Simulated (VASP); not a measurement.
# MnS (R-3m) in VASP: a series of runs

The runs below take MnS through single point, with PBE.

Everything below comes from runs of VASP 6.6.1. Logs are shortened: lines on timing, memory, paths and dates and some standing lists are left out, and cuts for length are marked.

### 1 Starting point

It takes space group R-3m (No. 166, trigonal). Conventional cell: a = 3.660 Å, b = 3.660 Å, c = 8.913 Å, α = 90.00°, β = 90.00°, γ = 120.00°. Mn (site symmetry -3m) has 6 S at 2.58 Å as nearest neighbours. Around S (site symmetry -3m) lie 6 Mn at 2.58 Å.

The cell is a database's computed one.

### 2 Single point, PBE, collinear spin, ferromagnetic start

Input file INCAR:

```
SYSTEM = MnS
ADDGRID = .False.
ALGO = Normal
EDIFF = 1E-6
ENCUT = 1100
GGA = PE
ISIF = 2
ISMEAR = 0
ISPIN = 2
LASPH = .True.
LCHARG = .False.
LMAXMIX = 4
LORBIT = 11
LREAL = .False.
LWAVE = .False.
MAGMOM = 4 0
NELM = 100
PREC = Accurate
SIGMA = 0.05
```

Input file KPOINTS:

```
k-points
0
Gamma
  3 3 3
  0 0 0
```

Input file POSCAR:

```
MnS
1.0
    1.8299960138      1.0565486912      2.9709202777
   -1.8299960138      1.0565486912      2.9709202777
    0.0000000000     -2.1130973823      2.9709202777
Mn S
1 1
Direct
    0.0000000000      0.0000000000      0.0000000000
    0.5000000000      0.5000000000      0.5000000000
```

Potentials or basis: VASP PAW PBE potentials, release 64 (Mn_pv, S_h).

Run with:

```sh
> cat potpaw_PBE.64/Mn_pv/POTCAR potpaw_PBE.64/S_h/POTCAR > POTCAR
> mpirun -np 1 vasp_std > vasp.out
```

OUTCAR:

```text
SYSTEM = MnS
   EDIFF = 1E-6
   ENCUT = 1100
   GGA = PE
   ISIF = 2
   ISMEAR = 0
   ISPIN = 2
   LASPH = .True.
   LORBIT = 11
   LREAL = .False.
   NELM = 100
   PREC = Accurate

 Found      6 irreducible k-points:

 Following reciprocal coordinates:
            Coordinates               Weight
  0.000000  0.000000  0.000000      1.000000
  0.333333  0.000000 -0.000000      6.000000
  0.333333  0.333333 -0.000000      6.000000
 -0.333333  0.333333  0.000000      6.000000
  0.333333  0.333333  0.333333      2.000000
 -0.333333  0.333333  0.333333      6.000000
   k-points           NKPTS =      6   k-points in BZ     NKDIM =      6   number of bands    NBANDS=     15
   number of dos      NEDOS =    301   number of ions     NIONS =      2
   total plane-waves  NPLWV =  64000
   dimension x,y,z NGX =    40 NGY =   40 NGZ =   40
   dimension x,y,z NGXF=    80 NGYF=   80 NGZF=   80
   ions per type =               1   1
   NGX,Y,Z   is equivalent  to a cutoff of  18.24, 18.24, 18.24 a.u.
   NGXF,Y,Z  is equivalent  to a cutoff of  36.48, 36.48, 36.48 a.u.
 SYSTEM =  MnS
   PREC   = accura    normal or accurate (medium, high low for compatibility)
   ISTART =      0    job   : 0-new  1-cont  2-samecut
   ICHARG =      2    charge: 1-file 2-atom 10-const
   ISPIN  =      2    spin polarized calculation?
   LNONCOLLINEAR =      F non collinear calculations
   LSORBIT =      F    spin-orbit coupling
   LASPH  =      T    aspherical Exc in radial PAW
   ENCUT  = 1100.0 eV  80.85 Ry    8.99 a.u.   9.86  9.86  9.86*2*pi/ulx,y,z
   NELM   =    100;   NELMIN=  2; NELMDL= -5     # of ELM steps
   EDIFF  = 0.1E-05   stopping-criterion for ELM
   LREAL  =      F    real-space projection
   EDIFFG = 0.1E-04   stopping-criterion for IOM
   NSW    =      0    number of steps for IOM
   IBRION =     -1    ionic relax: 0-MD 1-quasi-New 2-CG
   NFREE  =      0    steps in history (QN), initial steepest desc. (CG)
   ISIF   =      2    stress and relaxation
   ISYM   =      2    0-nonsym 1-usesym 2-fastsym
   POTIM  = 0.5000    time-step for ionic-motion
   TEBEG  =    0.0;   TEEND  =   0.0 temperature during run
   PSTRESS=    0.0 pullay stress
   NELECT =      19.0000    total number of electrons
   NUPDOWN=      -1.0000    fix difference up-down
   EMIN   =  10.00;   EMAX   =-10.00  energy-range for DOS
   EFERMI =   0.00;   METHOD = LEGACY
   ISMEAR =     0;   SIGMA  =   0.05  broadening in eV -4-tet -1-fermi 0-gaus
   EFERMI_NEDOS =   21; number of points for ismear=-14 and -15
   IALGO  =     38    algorithm
   IMIX   =      4    mixing-type and parameters
     AMIX     =   0.40;   BMIX     =  1.00
     AMIX_MAG =   1.60;   BMIX_MAG =  1.00
  volume/ion in A,a.u.               =      17.23       116.29
  Fermi-wavevector in a.u.,A,eV,Ry     =   1.342349  2.536672 24.516344  1.801900
  Thomas-Fermi vector in A             =   2.470510
   LORBIT       =     11    0 simple, 1 ext, 2 COOP (PROOUT), +10 PAW based schemes
   GGA     = PE    functional components
   LHFCALC =     F    Hartree Fock is set to
   AEXX    =    0.0000 exact exchange contribution
   IVDW    =     0    specifies the selected vdW correction
   LEPSILON=     F    determine dielectric tensor
   LRPA    =     F    only Hartree local field effects (RPA)
 spin polarized calculation
 Gauss-broadening in eV      SIGMA  =   0.05
[... 34 lines left out ...]
      8       3.9980      1.00000
      9       3.9980      1.00000
     10       5.3879      1.00000
     11       5.3879      1.00000
     12       5.4389      1.00000
     13       9.2079      0.00000
     14      15.8650      0.00000
[... 76 lines left out ...]
      1     -43.3832      1.00000
      2     -43.3825      1.00000
      3     -43.3795      1.00000
      4      -5.8521      1.00000
      5       1.1921      1.00000
      6       1.7812      1.00000
      7       2.5450      1.00000
      8       4.3674      1.00000
      9       4.4500      1.00000
     10       4.9120      1.00000
     11       5.0814      1.00000
     12       6.5833      1.00000
     13      10.4719      0.00000
     14      13.9340      0.00000
     15      15.0987      0.00000
 Fermi energy:         7.2876952203

 spin component 2

 k-point     1 :       0.0000    0.0000    0.0000
  band No.  band energies     occupation
      1     -38.9397      1.00000
      2     -38.9393      1.00000
      3     -38.9393      1.00000
      4      -7.1761      1.00000
      5       5.5856      1.00000
      6       5.5856      1.00000
      7       5.6206      1.00000
      8       7.4727      0.00000
      9       7.4727      0.00000
     10       7.4985      0.00000
     11       7.5515      0.00000
     12       7.5515      0.00000
     13      10.1710      0.00000
     14      16.8525      0.00000
[... 77 lines left out ...]
      2     -38.9474      1.00000
      3     -38.9424      1.00000
      4      -5.6366      1.00000
      5       1.8903      1.00000
      6       2.2935      1.00000
      7       3.7739      1.00000
      8       7.9386      0.00000
      9       8.4941      0.00000
     10       8.6365      0.00000
     11       8.7358      0.00000
     12       9.4762      0.00000
     13      11.8305      0.00000
     14      14.7770      0.00000
     15      15.4915      0.00000

------------------------ aborting loop because EDIFF is reached ----------------------------------------

  FORCE on cell =-STRESS in cart. coord.  units (eV):
  Direction    XX          YY          ZZ          XY          YZ          ZX
  --------------------------------------------------------------------------------------
  -------------------------------------------------------------------------------------
  Total       -0.3806353     -0.3806353     -0.2942599      0.0000000     -0.0000000      0.0000000
  in kB      -17.6944768    -17.6944768    -13.6791714      0.0000000     -0.0000000      0.0000000
  external PRESSURE =     -16.3560417 kB  Pullay stress =       0.0000000 kB

 VOLUME and BASIS-vectors are now :
 -----------------------------------------------------------------------------
  energy-cutoff  :     1100.00
  volume of cell :       34.47
      direct lattice vectors                 reciprocal lattice vectors
     1.829996014  1.056548691  2.970920278     0.273224639  0.157746319  0.112198680
    -1.829996014  1.056548691  2.970920278    -0.273224639  0.157746319  0.112198680
     0.000000000 -2.113097382  2.970920278     0.000000000 -0.315492638  0.112198680

 POSITION                                       TOTAL-FORCE (eV/Angst)
 -----------------------------------------------------------------------------------
      0.00000      0.00000      0.00000         0.000000     -0.000000      0.000000
      0.00000      0.00000      4.45638         0.000000      0.000000      0.000000
 -----------------------------------------------------------------------------------
    total drift:                               -0.000000     -0.000000     -0.000000

  FREE ENERGIE OF THE ION-ELECTRON SYSTEM (eV)
  ---------------------------------------------------
  free  energy   TOTEN  =       -13.9229313038 eV

  energy  without entropy=      -13.9150358005  energy(sigma->0) =      -13.91898355

 total charge

# of ion       s       p       d       tot
------------------------------------------
    1        0.208   6.167   4.953  11.328
    2        0.803   1.304   0.000   2.107
--------------------------------------------------
tot          1.011   7.470   4.953  13.435

 magnetization (x)

# of ion       s       p       d       tot
------------------------------------------
    1        0.047   0.035   4.083   4.166
    2        0.018   0.045   0.000   0.063
--------------------------------------------------
tot          0.065   0.080   4.083   4.229
```

OSZICAR:

```text
N       E                     dE             d eps       ncg     rms          rms(c)
DAV:   1     0.187063575318E+03    0.18706E+03   -0.16043E+04   360   0.229E+03
DAV:   2    -0.674517817968E+01   -0.19381E+03   -0.18580E+03   381   0.456E+02
DAV:   3    -0.149663559070E+02   -0.82212E+01   -0.81021E+01   430   0.937E+01
DAV:   4    -0.151105308093E+02   -0.14417E+00   -0.14362E+00   430   0.123E+01
DAV:   5    -0.151135328492E+02   -0.30020E-02   -0.30017E-02   481   0.193E+00    0.994E+00
DAV:   6    -0.140173771345E+02    0.10962E+01   -0.91953E+00   397   0.371E+01    0.920E+00
DAV:   7    -0.139212439783E+02    0.96133E-01   -0.11126E+00   360   0.170E+01    0.546E+00
DAV:   8    -0.139274968883E+02   -0.62529E-02   -0.48935E-02   437   0.228E+00    0.303E+00
DAV:   9    -0.139206151721E+02    0.68817E-02   -0.39283E-02   416   0.223E+00    0.605E-01
DAV:  10    -0.139218491051E+02   -0.12339E-02   -0.12729E-02   402   0.137E+00    0.374E-01
DAV:  11    -0.139229023920E+02   -0.10533E-02   -0.11017E-03   444   0.356E-01    0.707E-02
DAV:  12    -0.139229252395E+02   -0.22848E-04   -0.13507E-04   423   0.924E-02    0.273E-02
DAV:  13    -0.139229296893E+02   -0.44497E-05   -0.78330E-06   437   0.291E-02    0.160E-02
DAV:  14    -0.139229312293E+02   -0.15401E-05   -0.19699E-06   354   0.142E-02    0.604E-03
DAV:  15    -0.139229313038E+02   -0.74446E-07   -0.35404E-07   292   0.557E-03
   1 F= -.13922931E+02 E0= -.13918984E+02  d E =-.789550E-02  mag=     4.5556
```

stdout:

```text
POSCAR found type information on POSCAR MnS
 POSCAR found :  2 types and       2 ions
 scaLAPACK will be used
 LDA part: xc-table for (Slater+PW92), standard interpolation
 POSCAR, INCAR and KPOINTS ok, starting setup
 FFT: planning ... GRIDC
 FFT: planning ... GRID_SOFT
 FFT: planning ... GRID
 WAVECAR not read
 entering main loop
```

Wall time 30 s (1 thread of Intel Xeon Platinum 8488C (Sapphire Rapids), shared host); peak memory 0.28 GiB.

These settings aren't checked as converged: the numbers below hold their error.

What came out:

```yaml
Free_energy: -13.9229 eV
Pressure: -1.6 GPa
Band_gap_on_the_k_mesh: none (metal or under the smearing width)
Net_moment: 4.56 μB per cell
Site_moments: Mn +4.17; S +0.06 μB
Valence_electrons_inside_the_program's_atomic_spheres: Mn 11.33; S 2.11
```

Caveat: the k mesh is coarse (spacing up to 0.70 Å⁻¹), so the values aren't converged; a cell with one magnetic atom can't hold antiferromagnetic order, which such compounds often take; semilocal functionals often make such compounds metallic where correlation or magnetic order opens a gap, which also shifts bond lengths.

### 3 Single point, PBE, collinear spin, ferromagnetic start

INCAR is that of step 2.

KPOINTS is that of step 2.

Input file POSCAR:

```
MnS
1.0
    1.8299960138      1.0565486912      2.9709202777
   -1.8299960138      1.0565486912      2.9709202777
    0.0000000000     -2.1130973823      2.9709202777
Mn S
1 1
Direct
   -0.0003430000      0.0039840000     -0.0109630000
    0.4802460000      0.5015880000      0.5288910000
```

Potentials or basis: VASP PAW PBE potentials, release 64 (Mn_pv, S_h).

Run with:

```sh
> cat potpaw_PBE.64/Mn_pv/POTCAR potpaw_PBE.64/S_h/POTCAR > POTCAR
> mpirun -np 1 vasp_std > vasp.out
```

It took 44 s on 1 thread of Intel Xeon Platinum 8488C (Sapphire Rapids), shared host; peak memory 0.29 GiB.

The run converged, but some of its settings lie outside the range that counts as converged, so its numbers aren't taken as properties of the crystal.

Results:

| Quantity | Value |
| --- | --- |
| Free energy | -13.9050 eV |
| Pressure | -1.2 GPa |
| Largest force | 0.290 eV/Å |
| Band gap on the k mesh | none (metal or under the smearing width) |
| Net moment | 4.56 μB per cell |
| Site moments | Mn +4.16; S +0.07 μB |
| Valence electrons inside the program's atomic spheres | Mn 11.34; S 2.11 |

Caveat: the k mesh is coarse (spacing up to 0.70 Å⁻¹), so the values aren't converged; a cell with one magnetic atom can't hold antiferromagnetic order, which such compounds often take; semilocal functionals often make such compounds metallic where correlation or magnetic order opens a gap, which also shifts bond lengths.

### 4 Single point, PBE, collinear spin, ferromagnetic start

INCAR, as its differences from that of step 3:

```diff
@@ -4,3 +4,3 @@
 EDIFF = 1E-6
-ENCUT = 1100
+ENCUT = 400
 GGA = PE
```

Input file KPOINTS:

```
k-points
0
Gamma
  5 5 5
  0 0 0
```

Input file POSCAR:

```
MnS
1.0
    1.8299960138      1.0565486912      2.9709202777
   -1.8299960138      1.0565486912      2.9709202777
    0.0000000000     -2.1130973823      2.9709202777
Mn S
1 1
Direct
    0.0000000000      0.0000000000      0.0000000000
    0.5000000000      0.5000000000      0.5000000000
```

Potentials or basis: VASP PAW PBE potentials, release 64 (Mn_pv, S_h).

Run with:

```sh
> cat potpaw_PBE.64/Mn_pv/POTCAR potpaw_PBE.64/S_h/POTCAR > POTCAR
> mpirun -np 1 vasp_std > vasp.out
```

OUTCAR:

```text
SYSTEM = MnS
   EDIFF = 1E-6
   ENCUT = 400
   GGA = PE
   ISIF = 2
   ISMEAR = 0
   ISPIN = 2
   LASPH = .True.
   LORBIT = 11
   LREAL = .False.
   NELM = 100
   PREC = Accurate

 Found     19 irreducible k-points:

 Following reciprocal coordinates:
            Coordinates               Weight
  0.000000  0.000000  0.000000      1.000000
  0.200000 -0.000000  0.000000      6.000000
  0.400000  0.000000  0.000000      6.000000
  0.200000  0.200000  0.000000      6.000000
  0.400000  0.200000 -0.000000     12.000000
 -0.400000  0.200000 -0.000000     12.000000
   k-points           NKPTS =     19   k-points in BZ     NKDIM =     19   number of bands    NBANDS=     15
   number of dos      NEDOS =    301   number of ions     NIONS =      2
   total plane-waves  NPLWV =  13824
   dimension x,y,z NGX =    24 NGY =   24 NGZ =   24
   dimension x,y,z NGXF=    48 NGYF=   48 NGZF=   48
   ions per type =               1   1
   NGX,Y,Z   is equivalent  to a cutoff of  10.94, 10.94, 10.94 a.u.
   NGXF,Y,Z  is equivalent  to a cutoff of  21.89, 21.89, 21.89 a.u.
 SYSTEM =  MnS
   PREC   = accura    normal or accurate (medium, high low for compatibility)
   ISTART =      0    job   : 0-new  1-cont  2-samecut
   ICHARG =      2    charge: 1-file 2-atom 10-const
   ISPIN  =      2    spin polarized calculation?
   LNONCOLLINEAR =      F non collinear calculations
   LSORBIT =      F    spin-orbit coupling
   LASPH  =      T    aspherical Exc in radial PAW
   ENCUT  =  400.0 eV  29.40 Ry    5.42 a.u.   5.95  5.95  5.95*2*pi/ulx,y,z
   NELM   =    100;   NELMIN=  2; NELMDL= -5     # of ELM steps
   EDIFF  = 0.1E-05   stopping-criterion for ELM
   LREAL  =      F    real-space projection
   EDIFFG = 0.1E-04   stopping-criterion for IOM
   NSW    =      0    number of steps for IOM
   IBRION =     -1    ionic relax: 0-MD 1-quasi-New 2-CG
   NFREE  =      0    steps in history (QN), initial steepest desc. (CG)
   ISIF   =      2    stress and relaxation
   ISYM   =      2    0-nonsym 1-usesym 2-fastsym
   POTIM  = 0.5000    time-step for ionic-motion
   TEBEG  =    0.0;   TEEND  =   0.0 temperature during run
   PSTRESS=    0.0 pullay stress
   NELECT =      19.0000    total number of electrons
   NUPDOWN=      -1.0000    fix difference up-down
   EMIN   =  10.00;   EMAX   =-10.00  energy-range for DOS
   EFERMI =   0.00;   METHOD = LEGACY
   ISMEAR =     0;   SIGMA  =   0.05  broadening in eV -4-tet -1-fermi 0-gaus
   EFERMI_NEDOS =   21; number of points for ismear=-14 and -15
[... 150 lines left out ...]

 spin component 2

 k-point     1 :       0.0000    0.0000    0.0000
  band No.  band energies     occupation
      1     -38.9221      1.00000
      2     -38.9219      1.00000
      3     -38.9219      1.00000
      4      -7.2413      1.00000
      5       5.5097      1.00000
      6       5.5097      1.00000
      7       5.5583      1.00000
      8       7.4906      0.00485
      9       7.4906      0.00485
     10       7.5178      0.00039
     11       7.5692      0.00000
     12       7.5692      0.00000
     13      10.1451      0.00000
     14      16.8714      0.00000
[... 77 lines left out ...]
      2     -38.9271      1.00000
      3     -38.9245      1.00000
      4      -5.8229      1.00000
      5       1.2055      1.00000
      6       3.0363      1.00000
      7       3.7718      1.00000
      8       8.2778      0.00000
      9       8.4678      0.00000
     10       8.5445      0.00000
     11       9.2155      0.00000
     12       9.9572      0.00000
     13      11.9293      0.00000
     14      13.7944      0.00000
     15      14.9515      0.00000

 [... further k-points ...]

------------------------ aborting loop because EDIFF is reached ----------------------------------------

  FORCE on cell =-STRESS in cart. coord.  units (eV):
  Direction    XX          YY          ZZ          XY          YZ          ZX
  --------------------------------------------------------------------------------------
  -------------------------------------------------------------------------------------
  Total       -0.7890029     -0.7890029     -0.6953764      0.0000000     -0.0000000      0.0000000
  in kB      -36.6781352    -36.6781352    -32.3257490      0.0000000     -0.0000000      0.0000000
  external PRESSURE =     -35.2273398 kB  Pullay stress =       0.0000000 kB

 VOLUME and BASIS-vectors are now :
 -----------------------------------------------------------------------------
  energy-cutoff  :      400.00
  volume of cell :       34.47
      direct lattice vectors                 reciprocal lattice vectors
     1.829996014  1.056548691  2.970920278     0.273224639  0.157746319  0.112198680
    -1.829996014  1.056548691  2.970920278    -0.273224639  0.157746319  0.112198680
     0.000000000 -2.113097382  2.970920278     0.000000000 -0.315492638  0.112198680

 POSITION                                       TOTAL-FORCE (eV/Angst)
 -----------------------------------------------------------------------------------
      0.00000      0.00000      0.00000        -0.000000     -0.000000      0.000000
      0.00000      0.00000      4.45638         0.000000      0.000000     -0.000000
 -----------------------------------------------------------------------------------
    total drift:                               -0.000000     -0.000000     -0.000000

  FREE ENERGIE OF THE ION-ELECTRON SYSTEM (eV)
  ---------------------------------------------------
  free  energy   TOTEN  =       -14.0802965439 eV

  energy  without entropy=      -14.0786103922  energy(sigma->0) =      -14.07945347

 total charge

# of ion       s       p       d       tot
------------------------------------------
    1        0.218   6.169   4.947  11.335
    2        0.816   1.301   0.000   2.117
--------------------------------------------------
tot          1.034   7.471   4.947  13.452

 magnetization (x)

# of ion       s       p       d       tot
------------------------------------------
    1        0.050   0.039   4.070   4.159
    2        0.020   0.034   0.000   0.054
--------------------------------------------------
tot          0.070   0.073   4.070   4.213
```

stdout:

```text
POSCAR found type information on POSCAR MnS
 POSCAR found :  2 types and       2 ions
 scaLAPACK will be used
 LDA part: xc-table for (Slater+PW92), standard interpolation
 POSCAR, INCAR and KPOINTS ok, starting setup
 FFT: planning ... GRIDC
 FFT: planning ... GRID_SOFT
 FFT: planning ... GRID
 WAVECAR not read
 entering main loop
```

Wall time 12 s (1 thread of Intel Xeon Platinum 8488C (Sapphire Rapids), shared host); peak memory 0.14 GiB.

The run converged, but some of its settings lie outside the range that counts as converged, so its numbers aren't taken as properties of the crystal.

What came out:

- Free energy: -14.0803 eV
- Band gap on the k mesh: none (metal or under the smearing width)
- Net moment: 4.55 μB per cell
- Site moments: Mn +4.16; S +0.05 μB
- Valence electrons inside the program's atomic spheres: Mn 11.34; S 2.12

Caveat: the k mesh is coarse (spacing up to 0.42 Å⁻¹), so the values aren't converged; the cutoff is under 1.25 times the usual one of these potentials, so pressure, stress and relaxed cells hold a basis-set (Pulay) error; a cell with one magnetic atom can't hold antiferromagnetic order, which such compounds often take; semilocal functionals often make such compounds metallic where correlation or magnetic order opens a gap, which also shifts bond lengths.

(Continued in part 2 of 2.)
